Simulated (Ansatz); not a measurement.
Input and command of a calculation in Ansatz (plane waves; scalar-relativistic PAW potentials unless the input names others):

```yaml
crystal:
  lattice:
    - [2.0496154088, 1.183346008, 6.1369528367]
    - [-2.0496154088, 1.183346008, 6.1369528367]
    - [0.0, -2.3666920161, 6.1369528367]
  atoms:
    - { symbol: Co, position: [0.0, 0.0, 0.0], spin: -0.15 }
    - { symbol: Si, position: [0.3658648565, 0.3658648565, 0.3658648565] }
    - { symbol: Si, position: [0.8991807092, 0.8991807092, 0.8991807092] }
    - { symbol: Si, position: [0.1008192908, 0.1008192908, 0.1008192908] }
    - { symbol: Si, position: [0.6341351435, 0.6341351435, 0.6341351435] }
    - { symbol: Mn, position: [0.5, 0.5, 0.5], spin: 2.73 }
basis:
  ecutwfc: 420
kpoints:
  mp_grid: { grid: [12, 12, 12], shift: [0.5, 0.5, 0.5] }
hamiltonian:
  xc: pbe
scf:
  occupations: { method: gaussian, width: 0.1 }
output:
  forces: true
  eigenvalues: true
  stress: true
magnetization:
  spin_polarized: true
```

```bash
ansatz run input.yaml --threads 1 --pin off --max-ram 2560MiB --backend cpu --events-out ev --progress --plain --runs-dir out
```

Abridged log:
```
Pseudopotentials: kind: paw
Pseudopotential: Co, paw, valence charge 17, recommended cutoff 420 eV (normal)
Pseudopotential: Si, paw, valence charge 4, recommended cutoff 420 eV (normal)
Pseudopotential: Mn, paw, valence charge 15, recommended cutoff 420 eV (normal)
Functional definition: PBE
Crystal: 6 atoms, lattice volume = 89.308 Å³
Basis set: ecut = 420 eV, 1707 PW (Γ), FFT grids on a1−a3, a2−a3, a3, exchange–correlation on 60×60×90 points (8 copies of the dense FFT grid, shifted against one another)
Bands: 32, of which v1, the nominal top of the filled ones, is band 24 counted from 1 (23 counted from 0)
Symmetry: 12 space group operations
Space group: R-3m (ITA 166), of the structure as read, at distance tolerance 4.5e-5 Å
Magnetic group: BNS 166.97 (UNI 1327), of the structure as read, at distance tolerance 4.5e-5 Å
k-points: 182 of 1728
Initial density: superposition of atomic densities (chi_scale 0.1, normalization cell)
Starting moments: Σ|m| = 2.88 μB on 2 of 6 sites
Initial wavefunctions: pseudopotential atomic-orbital guess
Functional: x = pbe(κ = 0.804, μ = 0.21951497), c = pbe(β = 0.06672455)
SCF iter   1: F=—  HF=-11562.223241 eV  |F-HF|=—  |Δ(HF+E_count)|=         —  Δρ=3.01e-2 (↑3.01e-2 ↓2.92e-2) dr2=2.78e0  dr2_m=7.82e-2  M=2.343 μB ∫|m|=3.132 μB  β_m=0.30  ethr=3.10e-3  ⟨swp⟩=6.5  Hψ=52779  notcnv=0
Mixer restart at iter 1: flushing history
spin=Collinear: Kerker preconditioning applied to the charge; magnetization (m = ρ↑ − ρ↓) channel mixes plain (no charge-response kernel on spin).
SCF iter   2: F=—  HF=-11562.608584 eV  |F-HF|=—  |Δ(HF+E_count)|=   3.85e-1  Δρ=2.38e-2 (↑2.34e-2 ↓2.38e-2) dr2=2.72e0  dr2_m=5.15e-2  M=2.346 μB ∫|m|=3.185 μB  β_m=0.52  ethr=3.10e-3  ⟨swp⟩=2.0  Hψ=16541  notcnv=0  defer=790
SCF iter   3: F=—  HF=-11564.853328 eV  |F-HF|=—  |Δ(HF+E_count)|=    2.24e0  Δρ=1.70e-2 (↑1.70e-2 ↓1.59e-2) dr2=1.69e0  dr2_m=1.57e-2  M=2.323 μB ∫|m|=3.212 μB  β_m=0.76  ethr=3.10e-3  ⟨swp⟩=2.1  Hψ=18045  notcnv=0  defer=800
SCF iter   4: F=—  HF=-11565.918114 eV  |F-HF|=—  |Δ(HF+E_count)|=    1.06e0  Δρ=1.76e-2 (↑1.76e-2 ↓1.41e-2) dr2=7.95e-1  dr2_m=1.19e-2  M=2.228 μB ∫|m|=3.222 μB  β_m=0.66  ethr=3.10e-3  ⟨swp⟩=3.0  Hψ=23204  notcnv=0  defer=821
SCF iter   5: F=—  HF=-11565.721535 eV  |F-HF|=—  |Δ(HF+E_count)|=   1.97e-1  Δρ=1.04e-2 (↑9.88e-3 ↓1.04e-2) dr2=2.16e-1  dr2_m=4.48e-4  M=2.240 μB ∫|m|=3.226 μB  β_m=0.64  ethr=1.66e-3  ⟨swp⟩=2.9  Hψ=19797  notcnv=0  defer=811
SCF iter   6: F=—  HF=-11565.790071 eV  |F-HF|=—  |Δ(HF+E_count)|=         —  Δρ=9.53e-3 (↑9.53e-3 ↓9.52e-3) dr2=1.92e-1  dr2_m=3.43e-3  M=2.208 μB ∫|m|=3.178 μB  β_m=0.64  ethr=4.50e-4  ⟨swp⟩=2.1  Hψ=16417  notcnv=0  defer=808
Mixer restart at iter 6: flushing history
SCF iter   7: F=—  HF=-11565.858591 eV  |F-HF|=—  |Δ(HF+E_count)|=   6.85e-2  Δρ=8.77e-3 (↑8.63e-3 ↓8.77e-3) dr2=1.46e-1  dr2_m=1.42e-4  M=2.212 μB ∫|m|=3.186 μB  β_m=0.50  ethr=4.00e-4  ⟨swp⟩=2.0  Hψ=22562  notcnv=0  defer=810
SCF iter   8: F=—  HF=-11565.820590 eV  |F-HF|=—  |Δ(HF+E_count)|=   3.80e-2  Δρ=9.36e-4 (↑9.36e-4 ↓8.94e-4) dr2=3.94e-3  dr2_m=8.67e-5  M=2.213 μB ∫|m|=3.182 μB  β_m=0.65  ethr=3.03e-4  ⟨swp⟩=2.0  Hψ=20266  notcnv=0  defer=804
SCF iter   9: F=—  HF=-11565.821793 eV  |F-HF|=—  |Δ(HF+E_count)|=   1.20e-3  Δρ=1.03e-3 (↑1.03e-3 ↓5.94e-4) dr2=1.95e-3  dr2_m=6.97e-5  M=2.212 μB ∫|m|=3.179 μB  β_m=0.64  ethr=8.21e-6  ⟨swp⟩=2.1  Hψ=17283  notcnv=0  defer=802
SCF iter  10: F=—  HF=-11565.822095 eV  |F-HF|=—  |Δ(HF+E_count)|=   3.02e-4  Δρ=8.58e-4 (↑8.58e-4 ↓7.33e-4) dr2=1.46e-3  dr2_m=3.65e-5  M=2.216 μB ∫|m|=3.183 μB  β_m=0.70  ethr=4.06e-6  ⟨swp⟩=2.0  Hψ=19371  notcnv=0  defer=801
SCF iter  11: F=—  HF=-11565.822190 eV  |F-HF|=—  |Δ(HF+E_count)|=   9.46e-5  Δρ=2.48e-4 (↑2.48e-4 ↓2.35e-4) dr2=2.69e-4  dr2_m=2.54e-7  M=2.215 μB ∫|m|=3.182 μB  β_m=0.85  ethr=3.04e-6  ⟨swp⟩=2.0  Hψ=15097  notcnv=0  defer=801
SCF iter  12: F=—  HF=-11565.822242 eV  |F-HF|=—  |Δ(HF+E_count)|=   5.26e-5  Δρ=1.93e-4 (↑1.93e-4 ↓1.75e-4) dr2=7.70e-5  dr2_m=2.64e-7  M=2.216 μB ∫|m|=3.183 μB  β_m=0.93  ethr=5.60e-7  ⟨swp⟩=2.0  Hψ=17233  notcnv=0  defer=801
SCF iter  13: F=—  HF=-11565.822181 eV  |F-HF|=—  |Δ(HF+E_count)|=   6.09e-5  Δρ=6.82e-5 (↑6.82e-5 ↓4.62e-5) dr2=1.19e-5  dr2_m=1.07e-7  M=2.216 μB ∫|m|=3.183 μB  β_m=0.93  ethr=1.60e-7  ⟨swp⟩=2.0  Hψ=14352  notcnv=0  defer=801
SCF iter  14: F=—  HF=-11565.822181 eV  |F-HF|=—  |Δ(HF+E_count)|=   2.76e-7  Δρ=1.78e-5 (↑1.78e-5 ↓1.47e-5) dr2=1.06e-6  dr2_m=3.20e-9  M=2.215 μB ∫|m|=3.183 μB  β_m=0.89  ethr=2.47e-8  ⟨swp⟩=2.0  Hψ=13313  notcnv=0  defer=801
SCF iter  15: F=—  HF=-11565.822181 eV  |F-HF|=—  |Δ(HF+E_count)|=   9.40e-8  Δρ=4.78e-6 (↑3.91e-6 ↓4.78e-6) dr2=6.66e-8  dr2_m=2.90e-10  M=2.215 μB ∫|m|=3.183 μB  β_m=0.95  ethr=2.21e-9  ⟨swp⟩=2.1  Hψ=14985  notcnv=0  defer=801
SCF iter  16: F=-11565.822181 eV  HF=-11565.822181 eV  |F-HF|=3.67e-8  |Δ(HF+E_count)|=   1.01e-8  Δρ=3.91e-6 (↑2.96e-6 ↓3.91e-6) dr2=4.01e-8  dr2_m=3.44e-10  M=2.215 μB ∫|m|=3.183 μB  ethr=1.39e-10  ⟨swp⟩=9.3  Hψ=48589  notcnv=0
SCF 1 converged in 16 iterations: F = -11565.822181 eV  dr2 = 4.01e-8
SCF converged after 16 iterations
Magnetization: 2.2154 μB (25.1077 up, 22.8923 down)
Absolute magnetization: 3.1853 μB (∫|ρ↑−ρ↓|, with the PAW one-centre terms)
Spin contamination: 0.2987 ħ² per cell (⟨S²⟩ above its minimum at these occupations)
Per-site moments (μB) at R_I (Å): [(-0.13715883, 0.76567000), (-0.03535183, 1.00703679), (-0.01918361, 0.76567000), (-0.01918361, 0.76567000), (-0.03535183, 1.00703679), (2.42965084, 1.01868654)]
Free energy (F): -11565.822181 eV
Harris-Foulkes:  -11565.822181 eV  (|F-HF|=3.67e-8)
Internal energy: -11565.808748 eV  (E = F + TS)
E sigma→0 (E₀):  -11565.815464 eV
Entropy (-TS):   -0.013433 eV (-2.239 meV/atom)
Fermi energy:    11.148020 eV
--- Forces (eV/Å), atoms counted from 1 ---
  atom   1  Co     0.00000000     0.00000000     0.00000000
  atom   2  Si     0.00000000     0.00000000     1.00212570
  atom   3  Si     0.00000000     0.00000000    -9.12523009
  atom   4  Si     0.00000000     0.00000000     9.12523009
  atom   5  Si     0.00000000     0.00000000    -1.00212570
  atom   6  Mn     0.00000000     0.00000000     0.00000000
--- Stress (GPa, compression-positive) ---
      -15.348477       0.000000       0.000000
        0.000000     -15.348477       0.000000
        0.000000       0.000000      52.125277
  P = ⅓ Tr σ = 7.1428 GPa (71.428 kbar)
```

Apart from outputs and empty bands, the input differs from a reference run on usual settings in kpoints.mp_grid.shift: not typed → [0.5, 0.5, 0.5]. The reference, at the same geometry (not necessarily relaxed), gave pressure 7.15 GPa, largest force 9.125 eV/Å, no gap on the mesh. This run converged in 16 SCF iterations (reference: 16) with an energy at zero smearing 0.02 meV/atom below the reference's, pressure 7.14 GPa, largest force 9.125 eV/Å, no gap on the mesh.

Time: 54 s on 1 thread of Intel(R) Xeon(R) 6975P-C (Granite Rapids) (shared host), peak memory 0.98 GiB.